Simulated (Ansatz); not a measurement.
# Zr (P6_3/mmc) in Ansatz: further runs

The runs below take Zr through single point, with PBE.

Everything below comes from runs of Ansatz 0.2.0. Logs are shortened: lines on timing, memory, paths and dates and some standing lists are left out, and cuts for length are marked.

### 1 Starting point

Symmetry: P6_3/mmc, No. 194, hexagonal system. Conventional cell: a = 3.232 Å, b = 3.232 Å, c = 5.147 Å, α = 90.00°, β = 90.00°, γ = 120.00°. Zr (site symmetry -6m2) has 12 Zr at 3.18 to 3.23 Å as nearest neighbours.

### 2 Single point, PBE

The input, input.yaml:

```yaml
crystal:
  lattice:
    - [3.232, 0.0, 0.0]
    - [-1.616, 2.798994105, 0.0]
    - [0.0, 0.0, 5.147]
  atoms:
    - { symbol: Zr, position: [0.6666666667, 0.3333333333, 0.75] }
    - { symbol: Zr, position: [0.3333333333, 0.6666666667, 0.25] }
hamiltonian:
  xc: pbe
  pseudopotentials: { kind: paw }
kpoints:
  mp_grid: { grid: [9, 9, 5] }
scf:
  occupations: { method: gaussian, width: 0.014 }
output:
  forces: true
  stress: true
  eigenvalues: true
```

Potentials or basis: Ansatz PAW.

Launch:

```sh
$ ansatz run input.yaml --threads 2 --pin off --max-ram 5632MiB --backend cpu --events-out ev --progress --plain --runs-dir out
```

Log:

```text
Warning: RAYON_NUM_THREADS=2 ignored (pool sized by the plan → 2); use --threads N
Engine: ansatz 0.2.0, x86_64-unknown-linux-gnu
Pseudopotentials: kind: paw
Pseudopotential: Zr, paw, valence charge 12, recommended cutoff 420 eV (normal), Zr.paw.azcp
Functional definition: PBE
  parameter kappa = 0.804
  parameter beta = 0.06672455060314922
  exchange = pbe_x(kappa = kappa, mu = beta*pi^2/3)
  correlation = pbe_c(beta = beta)
Crystal: 2 atoms, lattice volume = 46.562 Å³
Basis set: ecut = 420 eV, 929 PW (Γ), exchange–correlation on 48×48×72 points (8 copies of the dense FFT grid, shifted against one another)
Bands: 16, of which v1, the nominal top of the filled ones, is band 12 counted from 1 (11 counted from 0)
Symmetry: 24 space group operations
Space group: P63/mmc (ITA 194), of the structure as read, at distance tolerance 3.6e-5 Å
k-points: 36 of 405
Non-local potential: Zr, projectors of the file, l = 0: 3, l = 1: 2, l = 2: 2, l = 3: 2
PAW form: soft (Blöchl's): semilocal exchange-correlation on the pseudo side does not see the compensation charge
PAW one-centre angular grid: Zr, 590 points (default); XC on 64 Gauss nodes
Initial density: superposition of atomic densities (neutral atoms: chi_scale 0, normalization atom), corrected by the library's trained network
Initial wavefunctions: pseudopotential atomic-orbital guess
Functional: x = pbe(κ = 0.804, μ = 0.2195149727645171), c = pbe(β = 0.06672455060314922)
SCF iter   1: F=—  HF=-8367.675099 eV  |F-HF|=—  |Δ(HF+E_count)|=         —  Δρ=3.29e-3  dr2=2.28e-3  ethr=1.77e-3  ⟨swp⟩=4.9  Hψ=2466  notcnv=0
preconditioner: auto → Kerker (q_TF=auto, 2.443 Å⁻¹)  [metal: Δε(μ)=0.005 eV  Ē_g=3.142 eV  σ=0.014 eV  W_gap=0.22  n_scr=10 (ndim 8)  ℏωp=15.4 eV  f_vac=0.000  D(μ)=4.83/eV (n_scr^D=66)]
SCF iter   2: F=—  HF=-8367.674456 eV  |F-HF|=—  |Δ(HF+E_count)|=   6.44e-4  Δρ=2.02e-3  dr2=9.43e-4  ethr=9.51e-6  ⟨swp⟩=2.9  Hψ=1379  notcnv=0  defer=4
SCF iter   3: F=—  HF=-8367.674783 eV  |F-HF|=—  |Δ(HF+E_count)|=   3.28e-4  Δρ=3.23e-4  dr2=3.47e-5  ethr=3.93e-6  ⟨swp⟩=2.2  Hψ=899  notcnv=0  defer=4
SCF iter   4: F=—  HF=-8367.674772 eV  |F-HF|=—  |Δ(HF+E_count)|=   1.15e-5  Δρ=1.09e-4  dr2=4.47e-6  ethr=1.45e-7  ⟨swp⟩=2.8  Hψ=966  notcnv=0  defer=4
iter 5 did not close the SCF: its close was put off for the readings that it lacked (scf_convergence_deferred on its scf_iter line)
SCF iter   5: F=-8367.674771 eV  HF=-8367.674771 eV  |F-HF|=7.63e-9  |Δ(HF+E_count)|=   3.26e-7  Δρ=1.56e-5  dr2=7.59e-8  ethr=1.86e-8  ⟨swp⟩=3.0  Hψ=994  notcnv=0  defer=4
SCF iter   6: F=-8367.674771 eV  HF=-8367.674771 eV  |F-HF|=2.04e-9  |Δ(HF+E_count)|=   2.16e-8  Δρ=3.52e-6  dr2=4.63e-9  ethr=3.16e-10  ⟨swp⟩=2.4  Hψ=2022  notcnv=0
SCF 1 converged in 6 iterations: F = -8367.674771 eV  dr2 = 4.63e-9
SCF converged after 6 iterations
Free energy (F): -8367.674771 eV
Harris-Foulkes:  -8367.674771 eV  (|F-HF|=2.04e-9)
Internal energy: -8367.674310 eV  (E = F + TS)
E sigma→0 (E₀):  -8367.674541 eV
Entropy (-TS):   -0.000461 eV (-0.231 meV/atom)
Fermi energy:    14.044500 eV
--- Per-component energies (eV) ---
  E_band       = -193.793034
  E_kinetic    = 665.231724
  E_local      = -1253.600499  (includes V_loc(G=0)·N_el)
  E_nonlocal   = 160.991469
  E_hartree    = 388.018610
  E_xc         = -322.937862
  E_vxc        = -381.342012  (∫ρ·V_xc dr)
  E_paw        = -5908.231902  (= ΣΔE_a)
  E_vpaw       = -161.109123  (= ΣTr[D̂ρ^β])
  E_aug_tail   = 0.000049  (compensation charges beyond the density's cutoff)
  E_ewald      = -2097.145899
  E_smearing   = -0.000461  (= −TS)
  E_closure    = 0.000000  (closes the sum)
  Σ components = -8367.674771   (vs F -8367.674771, Δ=0.00e0)
--- Forces (eV/Å), atoms counted from 1 ---
  atom   1  Zr    -0.00000000     0.00000000     0.00000000
  atom   2  Zr     0.00000000     0.00000000     0.00000000
  max |Σ_I F_I| component: 1.85e-17 eV/Å
--- Stress (GPa, compression-positive) ---
        0.203696      -0.000000       0.000000
        0.000000       0.203696       0.000000
        0.000000       0.000000       1.333918
  P = ⅓ Tr σ = 0.5804 GPa (5.804 kbar)
--- Band table (eV; the first three rows and the last of 36) ---
  k-point 0: bands = ["-34.8233", "-34.6684", "-13.3532", "-12.4834", "-12.4834", "-12.3459", "-12.3417", "-12.3417", "8.3579", "10.9763", "14.8649", "14.8649", "15.0160", "15.1789", "15.5579", "15.5579"]
  k-point 1: bands = ["-34.8087", "-34.6834", "-13.2628", "-12.4700", "-12.4700", "-12.4485", "-12.3554", "-12.3554", "8.6873", "10.9361", "14.6344", "14.7281", "14.7281", "14.7663", "15.3263", "15.3263"]
  k-point 2: bands = ["-34.7704", "-34.7225", "-13.0208", "-12.7102", "-12.4348", "-12.4348", "-12.3910", "-12.3910", "9.5527", "10.5126", "14.0283", "14.2405", "14.6846", "14.6846", "14.9206", "14.9206"]
  k-point 35: bands = ["-34.6512", "-34.6512", "-13.1072", "-13.1072", "-12.9362", "-12.8368", "-12.5191", "-12.5191", "12.5385", "12.5771", "12.5771", "12.8457", "13.9941", "13.9941", "15.8187", "16.4544"]
```

It took 1.8 s on 2 threads of Intel Xeon at 2.50GHz (Skylake/Cascade Lake), shared host; peak memory 0.34 GiB.

What came out:

```yaml
Free_energy: -8367.6748 eV
Pressure: 0.6 GPa
Band_gap_on_the_k_mesh: none (metal or under the smearing width)
```

### 3 Single point, PBE

Changes to input.yaml since step 2:

```diff
@@ -14,3 +14,3 @@
 scf:
-  occupations: { method: gaussian, width: 0.014 }
+  occupations: { method: gaussian, width: 0.015 }
 output:
@@ -19 +19,5 @@
   eigenvalues: true
+  write_density: true
+  write_potential: true
+  elf: true
+  volumetric_format: npy
```

Potentials or basis: Ansatz PAW.

Launch:

```sh
$ ansatz run input.yaml --threads 2 --pin off --max-ram 5632MiB --backend cpu --events-out ev --progress --plain --runs-dir out
```

Run time: 2 s. Hardware: 2 threads of Intel Xeon at 2.50GHz (Skylake/Cascade Lake), shared host; peak memory 0.35 GiB.

It converged, with:

* Free energy: -8367.6748 eV
* Pressure: 0.6 GPa
* Band gap on the k mesh: none (metal or under the smearing width)

Stress tensor (GPa, compression positive):
```
0.21 0.00 0.00
0.00 0.21 0.00
0.00 0.00 1.33
```

Levels at points of the mesh, in eV from the Fermi level:
```csv
k point,band 10,band 11,band 12,band 13,band 14,band 15
"(0.00, 0.00, 0.00)",-3.07,0.82,0.82,0.97,1.13,1.51
```

### 4 Single point, PBE

Changes to input.yaml since step 3:

```diff
@@ -14,3 +14,3 @@
 scf:
-  occupations: { method: gaussian, width: 0.015 }
+  occupations: { method: gaussian, width: 0.016 }
 output:
```

Launch:

```sh
$ ansatz run input.yaml --threads 2 --pin off --max-ram 5632MiB --backend cpu --events-out ev --progress --plain --runs-dir out
```

It took 2 s on 2 threads of Intel Xeon at 2.50GHz (Skylake/Cascade Lake), shared host; peak memory 0.35 GiB.

The run converged. Its results:

```
Free energy            : -8367.6748 eV
Pressure               : 0.6 GPa
Band gap on the k mesh : none (metal or under the smearing width)
```

Stress tensor (GPa, compression positive):
```
0.21 0.00 0.00
0.00 0.21 0.00
0.00 0.00 1.33
```

Levels at points of the mesh, in eV from the Fermi level:
| k point | band 10 | band 11 | band 12 | band 13 | band 14 | band 15 |
| --- | --- | --- | --- | --- | --- | --- |
| (0.00, 0.00, 0.00) | -3.07 | 0.82 | 0.82 | 0.97 | 1.13 | 1.51 |

### 5 Summary

```csv
smearing,gap on the mesh (eV),pressure (GPa)
gaussian 0.014 eV,none,0.6
gaussian 0.015 eV,none,0.6
gaussian 0.016 eV,none,0.6
```

Alike in all rows: task single point; level PBE; potentials or basis Ansatz PAW; no spin polarisation; cell as given; k mesh 9 × 9 × 5; cutoff (eV) 420.

Every run on the cell as given and a fine mesh finds a metal.

Absolute energies hang on the potentials; compare differences alone.
